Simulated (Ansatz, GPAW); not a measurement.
# Ballistic transport through a C6 chain between two Au chains, from relaxation to T(E), part 3 of 3

Wanted: T(E) of a C6 chain between two Au chains at a relaxed geometry in two programs, beside the unrelaxed structure.

GPAW 26.7.0 and Ansatz 0.2.0; Ansatz plane waves; relaxation of the junction with the lead ends held; PAW set soft_1 (the session's first sound run).

So far, conductance of the perfect lead (G₀): step 3 (plane-wave reference (PBE)) 1.03.

## Step 6: Minimal basis

Level of this step: GPAW LCAO, PAW setups; Landauer transmission from Green's functions with principal layers (ASE), zero bias (GPAW).

One function for each valence shell of the setup, as for a first survey of a large system.

Contents of run.py:

```python
import json
import numpy as np
from ase import Atoms
from ase.transport.calculators import TransportCalculator
from gpaw import GPAW, FermiDirac
from gpaw.lcao.tools import get_lcao_hamiltonian
from scipy.linalg import eigh

# The junction with lead layers at both ends, along the third cell vector
device = Atoms(
    ['Au', 'Au', 'Au', 'Au', 'Au', 'Au', 'C', 'C', 'C', 'C', 'C', 'C', 'Au', 'Au', 'Au', 'Au', 'Au', 'Au'],
    positions=[
        [4.50000, 4.50000, 1.30000],
        [4.50000, 4.50000, 3.90000],
        [4.50000, 4.50000, 6.50000],
        [4.50000, 4.50000, 9.10000],
        [4.73107, 3.74563, 11.69239],
        [4.51209, 4.44363, 14.25673],
        [4.50931, 4.44992, 16.19562],
        [4.52389, 4.40403, 17.45889],
        [4.52216, 4.40581, 18.79192],
        [4.52215, 4.40616, 20.05532],
        [4.52280, 4.40325, 21.38840],
        [4.51404, 4.44810, 22.65173],
        [4.51545, 4.43966, 24.59053],
        [4.64958, 3.73222, 27.15693],
        [4.50000, 4.50000, 29.74820],
        [4.50000, 4.50000, 32.34820],
        [4.50000, 4.50000, 34.94820],
        [4.50000, 4.50000, 37.54820]],
    cell=[[9.0, 0.0, 0.0], [0.0, 9.0, 0.0], [0.0, 0.0, 38.8482]],
    pbc=True)

# One principal layer of the lead: the first 3 atoms of the device
lead = Atoms(
    ['Au', 'Au', 'Au'],
    positions=[
        [4.50000, 4.50000, 1.30000],
        [4.50000, 4.50000, 3.90000],
        [4.50000, 4.50000, 6.50000]],
    cell=[[9.0, 0.0, 0.0], [0.0, 9.0, 0.0], [0.0, 0.0, 7.8]],
    pbc=True)

settings = dict(mode='lcao', basis='sz(dzp)', xc='PBE', h=0.2,
                occupations=FermiDirac(0.1), maxiter=250,
                mixer=dict(beta=0.1, nmaxold=8, weight=100.0),
                convergence=dict(density=0.0001))
energies = np.arange(-2, 2 + 1e-9, 0.025)
eta = 0.0001
n1, n2 = 1, 1
# k and -k transmit alike, so half of the mesh across the current serves
mesh = [(i, j) for i in range(n1) for j in range(n2) if (i, j) <= (-i % n1, -j % n2)]
weights = np.array([1 if (i, j) == (-i % n1, -j % n2) else 2 for i, j in mesh]) / (n1 * n2)

# [... helper functions left out ...]
fermi_lead = ground_state(lead, (1, 1, 15), 'lead.txt')
fermi_device = ground_state(device, (1, 1, 2), 'device.txt')
# [... loop over the mesh left out, but for ...]
        # Shift the lead onto the potential of the device's first layer
        shift = ((H[:, 0, 0] - H0[:, 0, 0]) / S0[0, 0]).real.mean()
# [...]
kT = 8.617333e-5 * 300
bias = [0.1, 0.2, 0.5, 1.0, 1.5, 2.0]
# [... integrals and printing left out ...]
```

Started as:

```bash
$ OMP_NUM_THREADS=1 OPENBLAS_NUM_THREADS=1 python run.py
```

Numbers of over 12 decimals in the logs are rounded to 6 here.

The log of the run:

```text
basis functions: device 96, principal layer 18
Fermi level: lead -4.4268 eV, device -5.0994 eV; lead shifted by 0.0117 eV
largest coupling past the next layer 2.47e-07 eV, largest misfit of the first layer 0.097 eV
  E-E_F (eV)   T (one spin)  [channel counts left out]
    -2.000    1.4478e+00
    -1.975    1.5124e+00
    -1.950    1.5281e+00
[...]
1.975    1.6381e-04
     2.000    1.6417e-04
conductance at 300 K: 0.046416 G0 a cell; thermopower 198 uV/K
current from the zero-bias T(E) at 0.1 V: 0.4497 uA
current from the zero-bias T(E) at 0.2 V: 1.6033 uA
current from the zero-bias T(E) at 0.5 V: 12.845 uA
current from the zero-bias T(E) at 1.0 V: 18.857 uA
current from the zero-bias T(E) at 1.5 V: 21.869 uA
current from the zero-bias T(E) at 2.0 V: 31.626 uA
```

Run time: 41 s. Hardware: 1 thread of Intel Xeon 6975P-C (Granite Rapids), shared host; peak memory 1.1 GiB.

Numbers from this step:

```yaml
conductance: 0.04642 G₀
largest_misfit_of_the_first_principal_layer: 0.09734 eV
shift_that_aligns_the_lead: 0.01171 eV
basis_functions_of_the_junction: 96
basis_functions_of_a_principal_layer: 18
transmission_at_the_fermi_level_one_spin: 0.02541
```

One spin. Table of transmission, zone mean by energy, zero at the Fermi level:

```tsv
energy (eV)	transmission, zone mean
-2.000	1.45
-1.950	1.53
-1.900	1.35
-1.800	1.37
-1.750	1.85
-1.700	0.0805
-1.600	0.0699
-1.500	0.122
-1.400	0.166
-1.300	0.235
-1.200	0.305
-1.100	0.285
-1.000	0.339
-0.900	1.22
-0.800	0.122
-0.700	0.951
-0.600	0.101
-0.500	0.0873
-0.400	0.132
-0.300	0.485
-0.200	1.36
-0.175	1.58
-0.100	0.248
0.000	0.0254
0.100	0.0102
0.200	0.00532
0.300	0.00319
0.400	0.00208
0.500	0.00144
0.600	0.00104
0.700	7.8e-4
0.800	6.1e-4
0.900	4.8e-4
1.000	4.0e-4
1.100	3.3e-4
1.200	2.8e-4
1.300	2.5e-4
1.400	2.2e-4
1.500	2.0e-4
1.600	1.9e-4
1.700	1.7e-4
1.800	1.7e-4
1.900	1.6e-4
2.000	1.6e-4
```

The conductance, 0.0464 G₀, lies 62 % below that of the dzp run.

## Step 7: LDA in the dzp basis: xc = "LDA"

Back in the dzp basis, the functional changes from PBE to LDA, to set the spread between functionals beside that between bases.

run.py, as its differences from that of step 6:

```diff
@@ -43,3 +43,3 @@
 
-settings = dict(mode='lcao', basis='sz(dzp)', xc='PBE', h=0.2,
+settings = dict(mode='lcao', basis='dzp', xc='LDA', h=0.2,
                 occupations=FermiDirac(0.1), maxiter=250,
```

The log of the run:

```text
basis functions: device 258, principal layer 45
Fermi level: lead -5.0101 eV, device -5.0185 eV; lead shifted by -0.0050 eV
largest coupling past the next layer 2.28e-07 eV, largest misfit of the first layer 0.122 eV
  E-E_F (eV)   T (one spin)  [channel counts left out]
    -2.000    1.8644e+00
    -1.975    1.9197e+00
    -1.950    1.9617e+00
[...]
1.975    3.2611e-04
     2.000    3.2486e-04
conductance at 300 K: 0.13759 G0 a cell; thermopower 158 uV/K
current from the zero-bias T(E) at 0.1 V: 1.2628 uA
current from the zero-bias T(E) at 0.2 V: 3.5939 uA
current from the zero-bias T(E) at 0.5 V: 11.159 uA
current from the zero-bias T(E) at 1.0 V: 13.769 uA
current from the zero-bias T(E) at 1.5 V: 14.638 uA
current from the zero-bias T(E) at 2.0 V: 17.871 uA
```

Run time: 45 s. Hardware: 1 thread; peak memory 1.2 GiB.

This step gave:

* conductance: 0.1376 G₀
* largest coupling past the next principal layer: 2.28e-7 eV
* largest misfit of the first principal layer: 0.1224 eV
* shift that aligns the lead: -0.004967 eV
* basis functions of the junction: 258
* basis functions of a principal layer: 45
* transmission at the Fermi level (one spin): 0.07775

One spin. Transmission, zone mean against energy, zero at the Fermi level:

energy (eV), log10 transmission, zone mean and a bar from the least value:
```
   -2.000        0.3 ##############################
   -1.925        0.3 ##############################
   -1.900        0.3 ##############################
   -1.800       -1.2 ##################
   -1.700       -0.7 ######################
   -1.600       -0.6 #######################
   -1.500       -0.6 #######################
   -1.400       -0.5 ########################
   -1.300       -0.4 ########################
   -1.200       -0.1 ###########################
   -1.150        0.0 ############################
   -1.100       -0.5 ########################
   -1.000       -0.2 ##########################
   -0.900       -1.0 ####################
   -0.800       -1.2 ##################
   -0.700       -1.3 #################
   -0.600       -1.5 ################
   -0.500       -1.5 ################
   -0.400       -1.2 ##################
   -0.300       -0.7 ######################
   -0.200       -0.3 #########################
   -0.100        0.1 ############################
    0.000       -1.1 ###################
    0.100       -1.6 ###############
    0.200       -2.0 ############
    0.300       -2.2 ##########
    0.400       -2.4 ########
    0.500       -2.6 #######
    0.600       -2.7 ######
    0.700       -2.9 #####
    0.800       -3.0 ####
    0.900       -3.1 ###
    1.000       -3.1 ###
    1.100       -3.2 ##
    1.200       -3.3 ##
    1.300       -3.3 #
    1.400       -3.4 #
    1.500       -3.4 #
    1.600       -3.4 #
    1.700       -3.4 
    1.800       -3.5 
    1.900       -3.5 
    2.000       -3.5
```

The conductance, 0.138 G₀, lies 12 % above that of the dzp run.

## Step 8: Without the relaxation: geometry = "as built"

The dzp basis with PBE on the structure as first built shows what the relaxation was worth.

run.py, as its differences from that of step 7:

```diff
@@ -16,12 +16,12 @@
         [4.50000, 4.50000, 9.10000],
-        [4.73107, 3.74563, 11.69239],
-        [4.51209, 4.44363, 14.25673],
-        [4.50931, 4.44992, 16.19562],
-        [4.52389, 4.40403, 17.45889],
-        [4.52216, 4.40581, 18.79192],
-        [4.52215, 4.40616, 20.05532],
-        [4.52280, 4.40325, 21.38840],
-        [4.51404, 4.44810, 22.65173],
-        [4.51545, 4.43966, 24.59053],
-        [4.64958, 3.73222, 27.15693],
+        [4.50000, 4.50000, 11.70000],
+        [4.50000, 4.50000, 14.30000],
+        [4.50000, 4.50000, 16.23910],
+        [4.50000, 4.50000, 17.46910],
+        [4.50000, 4.50000, 18.80910],
+        [4.50000, 4.50000, 20.03910],
+        [4.50000, 4.50000, 21.37910],
+        [4.50000, 4.50000, 22.60910],
+        [4.50000, 4.50000, 24.54820],
+        [4.50000, 4.50000, 27.14820],
         [4.50000, 4.50000, 29.74820],
@@ -43,3 +43,3 @@
 
-settings = dict(mode='lcao', basis='dzp', xc='LDA', h=0.2,
+settings = dict(mode='lcao', basis='dzp', xc='PBE', h=0.2,
                 occupations=FermiDirac(0.1), maxiter=250,
```

The log of the run:

```text
basis functions: device 258, principal layer 45
Fermi level: lead -4.6464 eV, device -4.7367 eV; lead shifted by -0.0062 eV
largest coupling past the next layer 2.46e-07 eV, largest misfit of the first layer 0.109 eV
  E-E_F (eV)   T (one spin)  [channel counts left out]
    -2.000    1.9071e+00
    -1.975    1.9729e+00
    -1.950    1.9945e+00
[...]
1.975    2.4016e-05
     2.000    2.4050e-05
conductance at 300 K: 0.0046994 G0 a cell; thermopower 495.9 uV/K
current from the zero-bias T(E) at 0.1 V: 0.062121 uA
current from the zero-bias T(E) at 0.2 V: 0.37896 uA
current from the zero-bias T(E) at 0.5 V: 5.6674 uA
current from the zero-bias T(E) at 1.0 V: 13.352 uA
current from the zero-bias T(E) at 1.5 V: 19.277 uA
current from the zero-bias T(E) at 2.0 V: 27.524 uA
```

Run time: 49 s. Hardware: 1 thread; peak memory 1.2 GiB.

Numbers from this step:

* conductance: 0.004699 G₀
* largest coupling past the next principal layer: 2.46e-7 eV
* largest misfit of the first principal layer: 0.1087 eV
* shift that aligns the lead: -0.006213 eV
* transmission at the Fermi level (one spin): 6.42e-5

The conductance, 0.00470 G₀, lies a factor of 26 below that of the dzp run.

## Step 9: Cost and result by level

Times are wall times on the hardware named with each run. Results by setting:

```tsv
no.	run	conductance (G₀)	time	memory (GiB)
1	pw PBE	0.1344	76 s	4.4
2	dzp	0.1234	54 s	1.2
3	szp	0.06553	47 s	1.2
4	sz	0.04642	41 s	1.1
5	dzp LDA	0.1376	45 s	1.2
6	asbuilt	0.004699	49 s	1.2
```

## Step 10: Comparison

The curves are compared point by point over the common energies.

This step: comparison of transmission and cost over codes, levels and geometry; PAW set soft_1 (GPAW 26.7.0).

Ladder, by row:

```tsv
step	code	T at the Fermi level (sum over the listed spins)	conductance (G0)	r.m.s. T(E) from the first	wall time (s)	peak memory (GiB)	threads
pw-pbe	Ansatz	0.08747	0.1344	0	76.25	4.439	4
dzp	GPAW	0.07577	0.1234	0.1974	54.04	1.2	1
szp	GPAW	0.03263	0.06553	0.3071	47.03	1.16	1
sz	GPAW	0.02541	0.04642	0.407	41.48	1.11	1
dzp-LDA	GPAW	0.07775	0.1376	0.2949	45.13	1.2	1
asbuilt	GPAW	6.42e-5	0.004699	0.3557	48.82	1.2	1
```

Table of transmission, zone mean, sum over the listed spins by energy, zero at the Fermi level:

```tsv
energy (eV)	pw-pbe	dzp	szp	sz	dzp-LDA	asbuilt
-2.000	1.81	1.90	1.68	1.45	1.86	1.91
-1.950	0.903	1.64	1.93	1.53	1.96	1.99
-1.900	0.321	0.421	0.842	1.35	1.88	1.87
-1.800	0.366	0.229	0.175	1.37	0.0631	1.27
-1.750	0.386	0.261	0.161	1.85	0.162	1.01
-1.700	0.395	0.268	0.158	0.0805	0.211	0.826
-1.600	0.438	0.273	0.154	0.0699	0.244	0.621
-1.500	0.604	0.305	0.162	0.122	0.277	0.549
-1.400	0.922	0.371	0.190	0.166	0.331	0.546
-1.350	1.15	0.357	0.214	0.196	0.305	0.560
-1.300	0.568	0.409	0.241	0.235	0.379	0.581
-1.200	0.706	1.06	0.226	0.305	0.752	0.603
-1.175	1.23	0.908	0.252	0.322	0.916	0.604
-1.100	0.479	0.182	0.306	0.285	0.332	0.590
-1.000	0.146	0.411	0.288	0.339	0.678	0.528
-0.900	0.198	0.0746	1.01	1.22	0.0949	0.441
-0.800	0.0870	0.182	0.0664	0.122	0.0623	0.364
-0.700	0.0596	0.0383	0.132	0.951	0.0507	0.313
-0.600	0.0431	0.0263	0.0602	0.101	0.0318	0.292
-0.500	0.0446	0.0287	0.0544	0.0873	0.0334	0.303
-0.400	0.0709	0.0529	0.0900	0.132	0.0604	0.354
-0.300	0.192	0.176	0.334	0.485	0.195	0.464
-0.200	0.412	0.460	0.986	1.36	0.460	0.627
-0.175	0.562	0.648	1.33	1.58	0.635	0.645
-0.150	0.798	0.908	1.61	1.50	0.891	0.606
-0.125	1.02	1.11	1.35	0.625	1.15	0.406
-0.100	0.795	0.820	0.468	0.248	1.23	8.4e-5
0.000	0.0875	0.0758	0.0326	0.0254	0.0778	6.4e-5
0.100	0.0275	0.0230	0.0121	0.0102	0.0226	5.2e-5
0.200	0.0129	0.0106	0.00614	0.00532	0.0102	4.3e-5
0.300	0.00745	0.00593	0.00365	0.00319	0.00573	3.8e-5
0.400	0.00485	0.00375	0.00239	0.00208	0.00362	3.4e-5
0.500	0.00344	0.00256	0.00167	0.00144	0.00248	3.1e-5
0.600	0.00260	0.00186	0.00123	0.00104	0.00180	2.9e-5
0.700	0.00206	0.00141	9.4e-4	7.8e-4	0.00137	2.7e-5
0.800	0.00170	0.00112	7.5e-4	6.1e-4	0.00107	2.7e-5
0.900	0.00146	9.0e-4	6.1e-4	4.8e-4	8.7e-4	2.5e-5
1.000	0.00128	7.5e-4	5.2e-4	4.0e-4	7.3e-4	2.5e-5
1.100	0.00116	6.4e-4	4.5e-4	3.3e-4	6.2e-4	2.4e-5
1.200	0.00107	5.6e-4	3.9e-4	2.8e-4	5.4e-4	2.4e-5
1.300	0.00101	5.0e-4	3.6e-4	2.5e-4	4.9e-4	2.4e-5
1.400	9.7e-4	4.6e-4	3.3e-4	2.2e-4	4.4e-4	2.4e-5
1.500	9.5e-4	4.2e-4	3.1e-4	2.0e-4	4.0e-4	2.4e-5
1.600	9.4e-4	3.9e-4	3.0e-4	1.9e-4	3.8e-4	2.4e-5
1.700	9.5e-4	3.7e-4	2.9e-4	1.7e-4	3.6e-4	2.4e-5
1.800	9.7e-4	3.6e-4	2.9e-4	1.7e-4	3.4e-4	2.4e-5
1.900	0.00100	3.5e-4	3.0e-4	1.6e-4	3.3e-4	2.4e-5
2.000	0.00105	3.4e-4	3.1e-4	1.6e-4	3.2e-4	2.4e-5
```

## Step 11: Grid spacing 0.3, broadening 0.01, SCF mesh 1×1×6

The real-space grid carries density and potential; a coarse one breaks translation symmetry along the lead and scatters electrons that should pass. The broadening keeps the Green's functions finite; too large a value absorbs electrons where channels are open and leaks them where none are. The SCF mesh sets the Fermi level of the repeated cell.

This step: GPAW LCAO, PAW setups; Landauer transmission from Green's functions with principal layers (ASE), zero bias (GPAW 26.7.0).

run.py, as its differences from that of step 8:

```diff
@@ -16,12 +16,12 @@
         [4.50000, 4.50000, 9.10000],
-        [4.50000, 4.50000, 11.70000],
-        [4.50000, 4.50000, 14.30000],
-        [4.50000, 4.50000, 16.23910],
-        [4.50000, 4.50000, 17.46910],
-        [4.50000, 4.50000, 18.80910],
-        [4.50000, 4.50000, 20.03910],
-        [4.50000, 4.50000, 21.37910],
-        [4.50000, 4.50000, 22.60910],
-        [4.50000, 4.50000, 24.54820],
-        [4.50000, 4.50000, 27.14820],
+        [4.73107, 3.74563, 11.69239],
+        [4.51209, 4.44363, 14.25673],
+        [4.50931, 4.44992, 16.19562],
+        [4.52389, 4.40403, 17.45889],
+        [4.52216, 4.40581, 18.79192],
+        [4.52215, 4.40616, 20.05532],
+        [4.52280, 4.40325, 21.38840],
+        [4.51404, 4.44810, 22.65173],
+        [4.51545, 4.43966, 24.59053],
+        [4.64958, 3.73222, 27.15693],
         [4.50000, 4.50000, 29.74820],
@@ -43,3 +43,3 @@
 
-settings = dict(mode='lcao', basis='dzp', xc='PBE', h=0.2,
+settings = dict(mode='lcao', basis='dzp', xc='PBE', h=0.3,
                 occupations=FermiDirac(0.1), maxiter=250,
@@ -48,3 +48,3 @@
 energies = np.arange(-2, 2 + 1e-9, 0.025)
-eta = 0.0001
+eta = 0.01
 n1, n2 = 1, 1
@@ -56,3 +56,3 @@
 fermi_lead = ground_state(lead, (1, 1, 15), 'lead.txt')
-fermi_device = ground_state(device, (1, 1, 2), 'device.txt')
+fermi_device = ground_state(device, (1, 1, 6), 'device.txt')
 # [... loop over the mesh left out, but for ...]
```

The log of the run:

```text
basis functions: device 258, principal layer 45
Fermi level: lead -4.6513 eV, device -4.6920 eV; lead shifted by 0.0027 eV
largest coupling past the next layer 2.46e-07 eV, largest misfit of the first layer 0.118 eV
  E-E_F (eV)   T (one spin)  [channel counts left out]
    -2.000    1.3085e+00
    -1.975    1.2686e+00
    -1.950    1.0819e+00
    -1.925    6.9511e-01
    -1.900    3.0997e-01
    -1.875    1.8363e-01
    -1.850    1.2718e-01
    -1.825    1.5229e-01
    -1.800    1.8163e-01
    -1.775    2.0184e-01
    -1.750    2.1399e-01
    -1.725    2.2066e-01
    -1.700    2.2401e-01
    -1.675    2.2559e-01
    -1.650    2.2649e-01
    -1.625    2.2746e-01
[...]
1.825    3.4175e-04
     1.850    3.3917e-04
     1.875    3.3685e-04
     1.900    3.3479e-04
     1.925    3.3299e-04
     1.950    3.3143e-04
     1.975    3.3012e-04
     2.000    3.2904e-04
conductance at 300 K: 0.10337 G0 a cell; thermopower 122.5 uV/K
current from the zero-bias T(E) at 0.1 V: 0.89278 uA
current from the zero-bias T(E) at 0.2 V: 2.2556 uA
current from the zero-bias T(E) at 0.5 V: 6.5995 uA
current from the zero-bias T(E) at 1.0 V: 8.2199 uA
current from the zero-bias T(E) at 1.5 V: 8.803 uA
current from the zero-bias T(E) at 2.0 V: 10.277 uA
```

Wall time 26 s (1 thread); peak memory 0.44 GiB.

The run finished with changed settings (h = 0.3, eta = 0.01 and scf_mesh = [1, 1, 6]); it serves as a test.

The two runs compared:

```tsv
quantity	this run	sound run	difference
conductance (G₀)	0.10337	0.12337	-0.0200
largest coupling past the next principal layer (eV)	2.459e-7	2.459e-7	-2.8e-11
largest misfit of the first principal layer (eV)	0.11833	0.11868	-3.5e-4
shift that aligns the lead (eV)	0.0026576	0.0014615	0.00120
transmission at the Fermi level (one spin)	0.071319	0.075772	-0.00445
```

One result that differs is the conductance, 0.103 G₀ against 0.123 G₀.

## Step 12: What came out

| Quantity | Value |
| --- | --- |
| conductance | 0.123 G₀ |
| transmission at the Fermi level, mean of the spins | 0.0758 |

What this shows: In the dzp basis the junction conducts 0.123 G₀ at 300 K, with T = 0.0758 a spin at the Fermi level; no smaller basis tried comes within 10 % of that conductance. Relaxation moved atoms by up to 0.79 Å and took the conductance from 0.00470 to 0.123 G₀, as a ratio a larger change than the step from dzp to the minimal basis. The conductance differs from T at the Fermi level because it averages T(E) over the thermal window, about 0.09 eV wide, in which T changes. Plane waves (PBE) give T = 0.0875 there. At the Fermi level one eigenchannel carries the current (0.076). Measured against the first run (pw-pbe), the nearest curve is that of dzp (r.m.s. 0.20) and the farthest that of sz (0.41). Over the compared runs wall time goes from 41 s (sz) to 76 s (pw-pbe), on a shared host; the plane-wave run used 4 threads and the orbital runs 1. The leads kept an estimated spacing and the cell its length, so the junction may be under some tension or compression. Spin-orbit coupling is left out, which matters for the heavy atoms here. An evenly spaced straight chain is an idealisation: free chains tend to dimerise, zigzag or, where a band edge lies near the Fermi level, turn magnetic. The currents use the zero-bias T(E) throughout, which holds only while the bias is small against the distance to the nearest feature. Within about eight thermal energies of the Fermi level ln T(E) bends sharply from one computed energy to the next, or the lead's channel count changes, so the thermal averages, above all the thermopower, rest on an interpolation that may be rough.

[Logs are printed without paths, hosts, clocks, repeated set-up lines and the standing remarks that a program may print on its own settings, such as how far it seeks lower states.]

[Hosts, paths, dates, database ids (printed as entryN), source tags and the programs' standing remarks are cut or masked in the printed files.]
